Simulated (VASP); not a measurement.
# MnSb (P6_3/mmc) in VASP: notebook, part 2 of 2

VASP 6.6.1. The steps go on from the part before.

## (3) Single point, PBE, collinear spin, typed start

INCAR

```
ALGO     = Normal         # electronic algorithm
EDIFF    = 1E-6           # SCF threshold, eV
ENCUT    = 520            # plane-wave cutoff, eV
GGA      = PE             # functional
ISIF     = 2              # what is computed and relaxed
ISMEAR   = 0              # smearing method
ISPIN    = 2              # spin polarisation
LASPH    = T              # aspherical terms in the spheres
LCHARG   = F              # write CHGCAR
LMAXMIX  = 4              # l up to which the mixer works
LORBIT   = 11             # projections on sites
LREAL    = F              # projectors in reciprocal space
LWAVE    = F              # write WAVECAR
MAGMOM   = 0 0 4.5 4.5    # initial moments
NBANDS   = 30             # bands
NELM     = 150            # most SCF steps
PREC     = Accurate       # precision mode
SIGMA    = 0.05           # smearing width, eV
```

KPOINTS

```
k-points
0
Gamma
  8 8 5
```

POSCAR

```
MnSb
1.0
    4.1299978700      0.0000000000      0.0000000000
   -2.0649989400      3.5766830700      0.0000000000
    0.0000000000      0.0000000000      5.8000000000
Sb Mn
2 2
Direct
    0.3333333300      0.6666666700      0.2500000000
    0.6666666700      0.3333333300      0.7500000000
    0.0000000000      0.0000000000      0.0000000000
    0.0000000000      0.0000000000      0.5000000000
```

Potentials or basis: VASP PAW PBE potentials, release 64 (Sb, Mn_pv).

Launch:

```bash
$ cat potpaw_PBE.64/Sb/POTCAR potpaw_PBE.64/Mn_pv/POTCAR > POTCAR
$ mpirun -np 1 vasp_std > vasp.out
```

It took 2.1 min on 1 thread of AMD EPYC 7R13 (Zen 3), shared host; peak memory 0.28 GiB.

The run converged. Its results:

* Free energy: -26.3165 eV
* Pressure: -2.7 GPa
* Band gap on the k mesh: none (metal or under the smearing width)
* Net moment: 6.71 μB per cell
* Site moments: Sb -0.13; Mn +3.40 μB
* Valence electrons inside the program's atomic spheres: Sb 2.45; Mn 11.52

Stress tensor (GPa, compression positive):
```
-2.17  0.00  0.00
 0.00 -2.17  0.00
 0.00  0.00 -3.91
```

Levels at points of the mesh, in eV from the Fermi level:
Spin up:
```csv
k point,band 18,band 19,band 20,band 21,band 22,band 23,band 24,band 25
"(0.00, 0.00, 0.00)",-1.90,-0.55,0.54,0.54,2.31,2.31,2.61,3.08
"(0.50, 0.00, 0.00)",-2.18,-2.05,-1.91,-1.87,-0.85,0.68,3.09,3.53
```
Spin down:
```csv
k point,band 13,band 14,band 15,band 16,band 17,band 18
"(0.00, 0.00, 0.00)",0.02,0.02,0.29,0.29,0.60,0.60
"(0.50, 0.00, 0.00)",-2.11,-2.02,-1.03,0.54,0.73,0.74
```

The run has no spin-orbit coupling, so splittings on Sb are missing.

## (4) Single point, PBE, collinear spin, typed start

INCAR

```
SYSTEM = MnSb
PREC = Accurate
ENCUT = 520
EDIFF = 1E-6
ISMEAR = 0
SIGMA = 0.05
LREAL = .FALSE.
LASPH = .TRUE.
NELM = 150
ALGO = Normal
ISIF = 2
LWAVE = .FALSE.
LCHARG = .FALSE.
ISPIN = 2
MAGMOM = 0 0 4.5 -4.5
LORBIT = 11
LMAXMIX = 4
GGA = PE
NBANDS = 30
```

KPOINTS

```
regular mesh
0
G
  8 8 5
  0 0 0
```

POSCAR is that of step 3.

Potentials or basis: VASP PAW PBE potentials, release 64 (Sb, Mn_pv).

Launch:

```bash
$ cat potpaw_PBE.64/Sb/POTCAR potpaw_PBE.64/Mn_pv/POTCAR > POTCAR
$ mpirun -np 1 vasp_std > vasp.out
```

OUTCAR:

```text
SYSTEM = MnSb
   PREC = Accurate
   ENCUT = 520
   EDIFF = 1E-6
   ISMEAR = 0
   LREAL = .FALSE.
   LASPH = .TRUE.
   NELM = 150
   ISIF = 2
   ISPIN = 2
   LORBIT = 11
   GGA = PE

 ion  position               nearest neighbor table
   1  0.333  0.667  0.250-   3 2.79   4 2.79   3 2.79   4 2.79   3 2.79   4 2.79   2 3.75   2 3.75
                             2 3.75   2 3.75   2 3.75   2 3.75
   2  0.667  0.333  0.750-   3 2.79   4 2.79   3 2.79   4 2.79   3 2.79   4 2.79   1 3.75   1 3.75
                             1 3.75   1 3.75   1 3.75   1 3.75
   3  0.000  0.000  0.000-   1 2.79   2 2.79   1 2.79   2 2.79   2 2.79   1 2.79   4 2.90   4 2.90

   4  0.000  0.000  0.500-   1 2.79   2 2.79   1 2.79   2 2.79   2 2.79   1 2.79   3 2.90   3 2.90

  LATTYP: Found a hexagonal cell.
 ALAT       =     4.1299978700
 C/A-ratio  =     1.4043590778

  Lattice vectors:
[... 1821 lines left out ...]

 POSITION                                       TOTAL-FORCE (eV/Angst)
 -----------------------------------------------------------------------------------
     -0.00000      2.38446      1.45000        -0.000000      0.000000      0.000000
      2.06500      1.19223      4.35000         0.000000     -0.000000      0.000000
      0.00000      0.00000      0.00000         0.000000      0.000000      0.000000
      0.00000      0.00000      2.90000         0.000000      0.000000      0.000000
 -----------------------------------------------------------------------------------
    total drift:                               -0.000004      0.000002      0.000000

  FREE ENERGIE OF THE ION-ELECTRON SYSTEM (eV)
  ---------------------------------------------------
  free  energy   TOTEN  =       -26.0995936838 eV

  energy  without entropy=      -26.0954305462  energy(sigma->0) =      -26.09751211

 total charge

# of ion       s       p       d       tot
------------------------------------------
    1        1.135   1.263   0.045   2.443
    2        1.135   1.263   0.045   2.443
    3        0.272   6.210   5.043  11.524
    4        0.272   6.210   5.043  11.524
--------------------------------------------------
tot          2.813  14.945  10.175  27.934

 magnetization (x)

# of ion       s       p       d       tot
------------------------------------------
    1        0.000   0.000   0.000   0.000
    2        0.000   0.000   0.000   0.000
    3        0.039   0.039   3.242   3.320
    4       -0.039  -0.039  -3.242  -3.320
--------------------------------------------------
tot          0.000   0.000   0.000   0.000
```

OSZICAR:

```text
N       E                     dE             d eps       ncg     rms          rms(c)
DAV:   1     0.315263721373E+03    0.31526E+03   -0.18753E+04  3968   0.120E+03
DAV:   2    -0.109191116109E+02   -0.32618E+03   -0.31432E+03  3780   0.342E+02
DAV:   3    -0.274720207903E+02   -0.16553E+02   -0.16143E+02  4194   0.867E+01
DAV:   4    -0.277975233049E+02   -0.32550E+00   -0.32200E+00  4032   0.118E+01
DAV:   5    -0.278045257540E+02   -0.70024E-02   -0.70021E-02  4166   0.194E+00    0.162E+01
DAV:   6    -0.288048833722E+02   -0.10004E+01   -0.22829E+01  3822   0.479E+01    0.193E+01
DAV:   7    -0.260172211909E+02    0.27877E+01   -0.19054E+01  3882   0.353E+01    0.533E+00
DAV:   8    -0.260963341420E+02   -0.79113E-01   -0.52824E-01  3990   0.486E+00    0.239E+00
DAV:   9    -0.260974818305E+02   -0.11477E-02   -0.10671E-01  4110   0.275E+00    0.122E+00
DAV:  10    -0.260974953963E+02   -0.13566E-04   -0.16198E-02  3966   0.734E-01    0.529E-01
DAV:  11    -0.260993971240E+02   -0.19017E-02   -0.35003E-03  3862   0.404E-01    0.156E-01
DAV:  12    -0.260995868678E+02   -0.18974E-03   -0.82339E-04  4188   0.188E-01    0.573E-02
DAV:  13    -0.260995880243E+02   -0.11564E-05   -0.60761E-05  3888   0.451E-02    0.315E-02
DAV:  14    -0.260995927127E+02   -0.46885E-05   -0.16141E-05  3876   0.208E-02    0.773E-03
DAV:  15    -0.260995936838E+02   -0.97106E-06   -0.22178E-06  3710   0.925E-03
   1 F= -.26099594E+02 E0= -.26097512E+02  d E =-.416314E-02  mag=     0.0000
```

stdout:

```text
POSCAR found type information on POSCAR SbMn
 POSCAR found :  2 types and       4 ions
 scaLAPACK will be used
 LDA part: xc-table for (Slater+PW92), standard interpolation
 POSCAR, INCAR and KPOINTS ok, starting setup
 FFT: planning ... GRIDC
 FFT: planning ... GRID_SOFT
 FFT: planning ... GRID
 WAVECAR not read
 entering main loop
```

Run time: 2 min. Hardware: 1 thread of AMD EPYC 7R13 (Zen 3), shared host; peak memory 0.28 GiB.

What came out:

| Item | Value |
| --- | --- |
| Free energy | -26.0996 eV |
| Pressure | -3.4 GPa |
| Band gap on the k mesh | none (metal or under the smearing width) |
| Net moment | 0.00 μB per cell |
| Site moments | Sb +0.00; Mn +3.32, -3.32 μB |
| Valence electrons inside the program's atomic spheres | Sb 2.44; Mn 11.52 |

Stress tensor (GPa, compression positive):
```
-3.20  0.00  0.00
 0.00 -3.20  0.00
 0.00  0.00 -3.87
```

The run has no spin-orbit coupling, so splittings on Sb are missing.
